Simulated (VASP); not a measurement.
# Ti (Im-3m) in VASP: notebook

Aim: see how the results for Ti move with the level of theory and the settings. Levels: PBE+D3(BJ), PBEsol, RPBE. Tasks: relaxation of cell and atoms, single point.

Everything below comes from runs of VASP 6.6.1. Logs are shortened: lines on timing, memory, paths and dates and some standing lists are left out, and cuts for length are marked.

### 1 The structure

The structure is cubic, space group Im-3m (No. 229). Conventional cell: a = 3.307 Å, b = 3.307 Å, c = 3.307 Å, α = 90.00°, β = 90.00°, γ = 90.00°. Around Ti (site symmetry m-3m) lie 8 Ti at 2.86 Å.

This isn't the form of Ti at room conditions, which is hcp.

### 2 Relaxation of cell and atoms, PBE+D3(BJ)

File INCAR:

```
  PREC = Accurate
  ENCUT = 600
  EDIFF = 1E-7
  ISMEAR = 0
  SIGMA = 0.1
  LREAL = False
  LASPH = True
  NELM = 80
  ALGO = Normal
  ISIF = 3
  LWAVE = False
  LCHARG = False
  GGA = PE
  IVDW = 12
  IBRION = 2
  NSW = 90
  EDIFFG = -0.005
```

File KPOINTS:

```
Automatic mesh
0
Gamma
  18 18 18
```

File POSCAR:

```
Ti
1.0
   -1.6532500000      1.6532500000      1.6532500000
    1.6532500000     -1.6532500000      1.6532500000
    1.6532500000      1.6532500000     -1.6532500000
Ti
1
Direct
    0.0000000000      0.0000000000      0.0000000000
```

Potentials or basis: VASP PAW PBE potentials, release 64 (Ti_sv).

Launch:

```console
$ cat potpaw_PBE.64/Ti_sv/POTCAR > POTCAR
$ mpirun -np 1 vasp_std > vasp.out
```

OUTCAR:

```text
PREC = Accurate
   ENCUT = 600
   EDIFF = 1E-7
   ISMEAR = 0
   LREAL = False
   LASPH = True
   NELM = 80
   ISIF = 3
   GGA = PE
   IVDW = 12
   IBRION = 2
   NSW = 90
   EDIFFG = -0.005
 IVDW          = 12

 ion  position               nearest neighbor table
   1  0.000  0.000  0.000-

  LATTYP: Found a body centered cubic cell.
 ALAT       =     3.3065000000

  Lattice vectors:

 A1 = (  -1.6532500000,   1.6532500000,   1.6532500000)
 A2 = (   1.6532500000,  -1.6532500000,   1.6532500000)
 A3 = (   1.6532500000,   1.6532500000,  -1.6532500000)

Analysis of symmetry for initial positions (statically):
=====================================================================
 Subroutine PRICEL returns:
 Original cell was already a primitive cell.

 Routine SETGRP: Setting up the symmetry group for a
 body centered cubic supercell.

 Subroutine GETGRP returns: Found 48 space group operations
 (whereof 48 operations were pure point group operations)
 out of a pool of 48 trial point group operations.

The static configuration has the point symmetry O_h .

Analysis of symmetry for dynamics (positions and initial velocities):
=====================================================================
 Subroutine PRICEL returns:
 Original cell was already a primitive cell.

 Routine SETGRP: Setting up the symmetry group for a
 body centered cubic supercell.

 Subroutine GETGRP returns: Found 48 space group operations
 (whereof 48 operations were pure point group operations)
 out of a pool of 48 trial point group operations.

The dynamic configuration has the point symmetry O_h .

 Subroutine INISYM returns: Found 48 space group operations
 (whereof 48 operations are pure point group operations),
 and found     1 'primitive' translations

----------------------------------------------------------------------------------------

                                     Primitive cell

  volume of cell :      18.0749

  direct lattice vectors                    reciprocal lattice vectors
    -1.653250000  1.653250000  1.653250000     0.000000000  0.302434599  0.302434599
     1.653250000 -1.653250000  1.653250000     0.302434599  0.000000000  0.302434599
     1.653250000  1.653250000 -1.653250000     0.302434599  0.302434599  0.000000000

  length of vectors
     2.863512998  2.863512998  2.863512998     0.427707111  0.427707111  0.427707111

  position of ions in fractional coordinates (direct lattice)
     0.000000000  0.000000000  0.000000000

  ion indices of the primitive-cell ions
   primitive index   ion index
                 1           1

----------------------------------------------------------------------------------------

 KPOINTS: Automatic mesh

Automatic generation of k-mesh.
 Grid dimensions read from file:
 generate k-points for:   18   18   18

 Generating k-lattice:

  Cartesian coordinates                     Fractional coordinates (reciprocal lattice)
     0.000000000  0.016801922  0.016801922     0.055555556  0.000000000  0.000000000
     0.016801922  0.000000000  0.016801922     0.000000000  0.055555556  0.000000000
     0.016801922  0.016801922  0.000000000     0.000000000  0.000000000  0.055555556

  Length of vectors
     0.023761506  0.023761506  0.023761506

  Shift w.r.t. Gamma in fractional coordinates (k-lattice)
     0.000000000  0.000000000  0.000000000

 Subroutine IBZKPT returns following result:
 ===========================================

 Found    195 irreducible k-points:

 Following reciprocal coordinates:
            Coordinates               Weight
  0.000000  0.000000  0.000000      1.000000
  0.055556  0.000000  0.000000     12.000000
  0.111111  0.000000  0.000000     12.000000
  0.166667  0.000000  0.000000     12.000000
  0.222222  0.000000  0.000000     12.000000
  0.277778  0.000000  0.000000     12.000000
[... 16 lines left out ...]
  0.333333  0.111111  0.000000     48.000000
  0.388889  0.111111  0.000000     48.000000
 [... further k-points ...]
   k-points           NKPTS =    195   k-points in BZ     NKDIM =    195   number of bands    NBANDS=     10
   number of dos      NEDOS =    301   number of ions     NIONS =      1
   total plane-waves  NPLWV =  13824
   dimension x,y,z NGX =    24 NGY =   24 NGZ =   24
   dimension x,y,z NGXF=    48 NGYF=   48 NGZF=   48
   ions per type =               1
   NGX,Y,Z   is equivalent  to a cutoff of  13.93, 13.93, 13.93 a.u.
   NGXF,Y,Z  is equivalent  to a cutoff of  27.87, 27.87, 27.87 a.u.
 SYSTEM =  unknown system
   PREC   = accura    normal or accurate (medium, high low for compatibility)
   ISTART =      0    job   : 0-new  1-cont  2-samecut
   ICHARG =      2    charge: 1-file 2-atom 10-const
   ISPIN  =      1    spin polarized calculation?
   LNONCOLLINEAR =      F non collinear calculations
   LSORBIT =      F    spin-orbit coupling
   LASPH  =      T    aspherical Exc in radial PAW
   ENCUT  =  600.0 eV  44.10 Ry    6.64 a.u.   5.72  5.72  5.72*2*pi/ulx,y,z
   NELM   =     80;   NELMIN=  2; NELMDL= -5     # of ELM steps
   EDIFF  = 0.1E-06   stopping-criterion for ELM
   LREAL  =      F    real-space projection
   EDIFFG = -.5E-02   stopping-criterion for IOM
   NSW    =     90    number of steps for IOM
   IBRION =      2    ionic relax: 0-MD 1-quasi-New 2-CG
   NFREE  =      1    steps in history (QN), initial steepest desc. (CG)
   ISIF   =      3    stress and relaxation
   ISYM   =      2    0-nonsym 1-usesym 2-fastsym
   POTIM  = 0.5000    time-step for ionic-motion
   TEBEG  =    0.0;   TEEND  =   0.0 temperature during run
   PSTRESS=    0.0 pullay stress
   NELECT =      12.0000    total number of electrons
   NUPDOWN=      -1.0000    fix difference up-down
   EMIN   =  10.00;   EMAX   =-10.00  energy-range for DOS
   EFERMI =   0.00;   METHOD = LEGACY
   ISMEAR =     0;   SIGMA  =   0.10  broadening in eV -4-tet -1-fermi 0-gaus
   EFERMI_NEDOS =   21; number of points for ismear=-14 and -15
   IALGO  =     38    algorithm
   IMIX   =      4    mixing-type and parameters
     AMIX     =   0.40;   BMIX     =  1.00
     AMIX_MAG =   1.60;   BMIX_MAG =  1.00
  volume/ion in A,a.u.               =      18.07       121.98
  Fermi-wavevector in a.u.,A,eV,Ry     =   1.428160  2.698830 27.750982  2.039640
  Thomas-Fermi vector in A             =   2.548251
   LORBIT       =      0    0 simple, 1 ext, 2 COOP (PROOUT), +10 PAW based schemes
   GGA     = PE    functional components
   LHFCALC =     F    Hartree Fock is set to
   AEXX    =    0.0000 exact exchange contribution
   IVDW    =    12    specifies the selected vdW correction
   LEPSILON=     F    determine dielectric tensor
   LRPA    =     F    only Hartree local field effects (RPA)
 conjugate gradient relaxation of ions
 non-spin polarized calculation
 Gauss-broadening in eV      SIGMA  =   0.10
  energy-cutoff  :      600.00
  volume of cell :       18.07
 maximum number of plane-waves:       619
   NGX = 11   NGY = 11   NGZ = 11

--------------------------------------- Ionic step        1  -------------------------------------------

 number of electron      12.0000003 magnetization

 Free energy of the ion-electron system (eV)
  ---------------------------------------------------
  ext. energy  EPLUGINS =         0.00000000
  ---------------------------------------------------
  free energy    TOTEN  =        -7.71738458 eV

  energy without entropy =       -7.70585454  energy(sigma->0) =       -7.71161956

------------------------ aborting loop because EDIFF is reached ----------------------------------------

 Edisp (eV)   -0.57633

 E8    (eV) :    -0.2730

  FORCE on cell =-STRESS in cart. coord.  units (eV):
  Direction    XX          YY          ZZ          XY          YZ          ZX
  --------------------------------------------------------------------------------------
  -------------------------------------------------------------------------------------
  Total      -1.14264    -1.14264    -1.14264     0.00000     0.00000    -0.00000
  in kB    -101.28525  -101.28525  -101.28525     0.00000     0.00000    -0.00000
  external pressure =     -101.29 kB  Pullay stress =        0.00 kB
[... 59 lines left out ...]
  energy  without entropy=       -8.3212768546  energy(sigma->0) =       -8.32642807

--------------------------------------- Ionic step        3  -------------------------------------------

 number of electron      12.0000003 magnetization

 Free energy of the ion-electron system (eV)
  ---------------------------------------------------
  ext. energy  EPLUGINS =         0.00000000
  ---------------------------------------------------
  free energy    TOTEN  =        -7.71201471 eV

  energy without entropy =       -7.70112834  energy(sigma->0) =       -7.70657152

 E-fermi :   8.7882     XC(G=0): -11.8068

 val. band max:        8.7860860360   @ k =   0.3333   0.2222   0.0000
 cond. band min:       8.7923617701   @ k =  -0.4444   0.5000   0.1111
 fundamental gap:      0.0062757340
 Fermi energy:         8.7881542748

 k-point     1 :       0.0000    0.0000    0.0000
  band No.  band energies     occupation
      1     -47.6181      2.00000
      2     -23.3896      2.00000
      3     -23.3896      2.00000
      4     -23.3896      2.00000
      5       2.6994      2.00000
      6       9.8341      0.00000
      7       9.8341      0.00000
      8       9.8341      0.00000
      9      11.7387      0.00000
     10      11.7387      0.00000
[... 287 lines left out ...]
 k-point    24 :       0.3889    0.1111    0.0000
  band No.  band energies     occupation
      1     -47.4469      2.00000
      2     -24.1661      2.00000
      3     -23.6699      2.00000
      4     -23.4311      2.00000
      5       6.4237      2.00000
      6       8.3779      2.00000
      7       9.4424      0.00000
      8      11.6639      0.00000
      9      12.2637      0.00000
     10      13.7744      0.00000

 [... further k-points ...]

------------------------ aborting loop because EDIFF is reached ----------------------------------------

 Edisp (eV)   -0.64381

 E8    (eV) :    -0.3056

  FORCE on cell =-STRESS in cart. coord.  units (eV):
  Direction    XX          YY          ZZ          XY          YZ          ZX
  --------------------------------------------------------------------------------------
  -------------------------------------------------------------------------------------
  Total      -0.00248    -0.00248    -0.00248     0.00000    -0.00000     0.00000
  in kB      -0.24419    -0.24419    -0.24419     0.00000    -0.00000     0.00000
  external pressure =       -0.24 kB  Pullay stress =        0.00 kB
[... 16 lines left out ...]
  FREE ENERGIE OF THE ION-ELECTRON SYSTEM (eV)
  ---------------------------------------------------
  free  energy   TOTEN  =        -8.3558232711 eV

  energy  without entropy=       -8.3449369002  energy(sigma->0) =       -8.35038009

 reached required accuracy - stopping structural energy minimisation
```

It took 33 s on 1 thread of Intel Xeon 6975P-C (Granite Rapids), shared host; peak memory 0.19 GiB.

What came out:

```yaml
Free_energy: -8.3558 eV
Relaxed_volume: 16.26 Å³/atom
Relaxed_cell: a = 2.764 Å, b = 2.764 Å, c = 2.764 Å, α = 109.47°, β = 109.47°, γ = 109.47°
Space_group_after_relaxing_to_0.05_Å: Im-3m (No. 229)
Energy_gained_by_relaxing: 62.1 meV/atom
Ionic_steps: 3
Pressure_after_relaxing: 0.0 GPa
Band_gap_on_the_k_mesh: none (metal or under the smearing width)
Dispersion_energy_per_atom: -0.644 eV
```

The path:
```csv
step,energy change (eV),largest force (eV/Å),pressure (GPa),volume (Å³)
1,0.0000,0.0000,-10.13,18.07
2,-0.0379,0.0000,8.04,15.25
3,-0.0621,0.0000,-0.02,16.26
```

Final structure:
```cif
data_structure
_symmetry_space_group_name_H-M 'P 1'
_symmetry_Int_Tables_number 1
_cell_length_a 2.7643
_cell_length_b 2.7643
_cell_length_c 2.7643
_cell_angle_alpha 109.471
_cell_angle_beta 109.471
_cell_angle_gamma 109.471
_cell_volume 16.26
loop_
_atom_site_label
_atom_site_type_symbol
_atom_site_fract_x
_atom_site_fract_y
_atom_site_fract_z
_atom_site_occupancy
Ti1 Ti 0.00000 0.00000 0.00000 1
```

Caveat: the volume moved by -10 % from the deposited cell, more than functionals usually miss; pairwise dispersion overbinds metals, which lowers pressure and volume.

### 3 Relaxation of cell and atoms, PBEsol

Changes to INCAR since step 2:

```diff
@@ -1,3 +1,3 @@
   PREC = Accurate
-  ENCUT = 600
+  ENCUT = 300
   EDIFF = 1E-7
@@ -12,4 +12,3 @@
   LCHARG = False
-  GGA = PE
-  IVDW = 12
+  GGA = PS
   IBRION = 2
```

KPOINTS is that of step 2.

POSCAR is that of step 2.

Potentials or basis: VASP PAW PBE potentials, release 64 (Ti_sv).

Launch:

```console
$ cat potpaw_PBE.64/Ti_sv/POTCAR > POTCAR
$ mpirun -np 1 vasp_std > vasp.out
```

OUTCAR:

```text
PREC = Accurate
   ENCUT = 300
   EDIFF = 1E-7
   ISMEAR = 0
   LREAL = False
   LASPH = True
   NELM = 80
   ISIF = 3
   GGA = PS
   IBRION = 2
   NSW = 90
   EDIFFG = -0.005

 ion  position               nearest neighbor table
   1  0.000  0.000  0.000-

  LATTYP: Found a body centered cubic cell.
 ALAT       =     3.3065000000

  Lattice vectors:

 A1 = (  -1.6532500000,   1.6532500000,   1.6532500000)
 A2 = (   1.6532500000,  -1.6532500000,   1.6532500000)
 A3 = (   1.6532500000,   1.6532500000,  -1.6532500000)

Analysis of symmetry for initial positions (statically):
=====================================================================
 Subroutine PRICEL returns:
 Original cell was already a primitive cell.

 Routine SETGRP: Setting up the symmetry group for a
 body centered cubic supercell.

 Subroutine GETGRP returns: Found 48 space group operations
 (whereof 48 operations were pure point group operations)
 out of a pool of 48 trial point group operations.

The static configuration has the point symmetry O_h .

Analysis of symmetry for dynamics (positions and initial velocities):
=====================================================================
 Subroutine PRICEL returns:
 Original cell was already a primitive cell.

 Routine SETGRP: Setting up the symmetry group for a
 body centered cubic supercell.

 Subroutine GETGRP returns: Found 48 space group operations
 (whereof 48 operations were pure point group operations)
 out of a pool of 48 trial point group operations.

The dynamic configuration has the point symmetry O_h .

 Subroutine INISYM returns: Found 48 space group operations
 (whereof 48 operations are pure point group operations),
 and found     1 'primitive' translations

----------------------------------------------------------------------------------------
[... 131 lines left out ...]

 number of electron      12.0000028 magnetization

 Free energy of the ion-electron system (eV)
  ---------------------------------------------------
  ext. energy  EPLUGINS =         0.00000000
  ---------------------------------------------------
  free energy    TOTEN  =        -8.18093767 eV

  energy without entropy =       -8.16940216  energy(sigma->0) =       -8.17516992

------------------------ aborting loop because EDIFF is reached ----------------------------------------

  FORCE on cell =-STRESS in cart. coord.  units (eV):
  Direction    XX          YY          ZZ          XY          YZ          ZX
  --------------------------------------------------------------------------------------
  -------------------------------------------------------------------------------------
  Total       -1.0023684     -1.0023684     -1.0023684      0.0000000      0.0000000     -0.0000000
  in kB      -88.8510095    -88.8510095    -88.8510095      0.0000000      0.0000000     -0.0000000
  external PRESSURE =     -88.8510095 kB  Pullay stress =       0.0000000 kB
[... 57 lines left out ...]
--------------------------------------- Ionic step        3  -------------------------------------------

 number of electron      11.9999976 magnetization

 Free energy of the ion-electron system (eV)
  ---------------------------------------------------
  ext. energy  EPLUGINS =         0.00000000
  ---------------------------------------------------
  free energy    TOTEN  =        -8.22796055 eV

  energy without entropy =       -8.21697448  energy(sigma->0) =       -8.22246751

 E-fermi :   8.5252     XC(G=0): -11.8882

 val. band max:        8.5165041579   @ k =   0.3333   0.2222   0.0000
 cond. band min:       8.5279921450   @ k =  -0.4444   0.5000   0.1111
 fundamental gap:      0.0114879872
 Fermi energy:         8.5251563448

 k-point     1 :       0.0000    0.0000    0.0000
  band No.  band energies     occupation
      1     -47.6334      2.00000
      2     -23.5453      2.00000
      3     -23.5453      2.00000
      4     -23.5453      2.00000
      5       2.5590      2.00000
      6       9.5581      0.00000
      7       9.5581      0.00000
      8       9.5581      0.00000
      9      11.4505      0.00000
     10      11.4505      0.00000
[... 287 lines left out ...]
 k-point    24 :       0.3889    0.1111    0.0000
  band No.  band energies     occupation
      1     -47.4664      2.00000
      2     -24.3027      2.00000
      3     -23.8196      2.00000
      4     -23.5855      2.00000
      5       6.2060      2.00000
      6       8.1215      2.00000
      7       9.1581      0.00000
      8      11.3723      0.00000
      9      11.9625      0.00000
     10      13.4590      0.00000

 [... further k-points ...]

------------------------ aborting loop because EDIFF is reached ----------------------------------------

  FORCE on cell =-STRESS in cart. coord.  units (eV):
  Direction    XX          YY          ZZ          XY          YZ          ZX
  --------------------------------------------------------------------------------------
  -------------------------------------------------------------------------------------
  Total       -0.0029259     -0.0029259     -0.0029259      0.0000000     -0.0000000      0.0000000
  in kB       -0.2844207     -0.2844207     -0.2844207      0.0000000     -0.0000000      0.0000000
  external PRESSURE =      -0.2844207 kB  Pullay stress =       0.0000000 kB
[... 16 lines left out ...]
  FREE ENERGIE OF THE ION-ELECTRON SYSTEM (eV)
  ---------------------------------------------------
  free  energy   TOTEN  =        -8.2279605480 eV

  energy  without entropy=       -8.2169744761  energy(sigma->0) =       -8.22246751

 reached required accuracy - stopping structural energy minimisation
```

CONTCAR:

```text
Ti
   1.00000000000000
    -1.6031806881242887    1.6031806881242887    1.6031806881242887
     1.6031806881242887   -1.6031806881242887    1.6031806881242887
     1.6031806881242887    1.6031806881242887   -1.6031806881242887
  Ti
     1
Direct
     0.0000000000000000    0.0000000000000000    0.0000000000000000

  0.00000000E+00  0.00000000E+00  0.00000000E+00
```

It took 12 s on 1 thread of Intel Xeon 6975P-C (Granite Rapids), shared host; peak memory 0.13 GiB.

These settings aren't checked as converged: the numbers below hold their error.

What came out:

- Free energy: -8.2280 eV
- Relaxed volume: 16.48 Å³/atom
- Relaxed cell: a = 2.777 Å, b = 2.777 Å, c = 2.777 Å, α = 109.47°, β = 109.47°, γ = 109.47°
- Space group after relaxing (to 0.05 Å): Im-3m (No. 229)
- Energy gained by relaxing: 47.0 meV/atom
- Ionic steps: 3
- Band gap on the k mesh: none (metal or under the smearing width)

Caveat: the cutoff is under 1.25 times the usual one of these potentials, so pressure, stress and relaxed cells hold a basis-set (Pulay) error; the PAW data sets were made with another functional, which shifts forces and pressure a little.

(Part 1 of 2 ends here.)
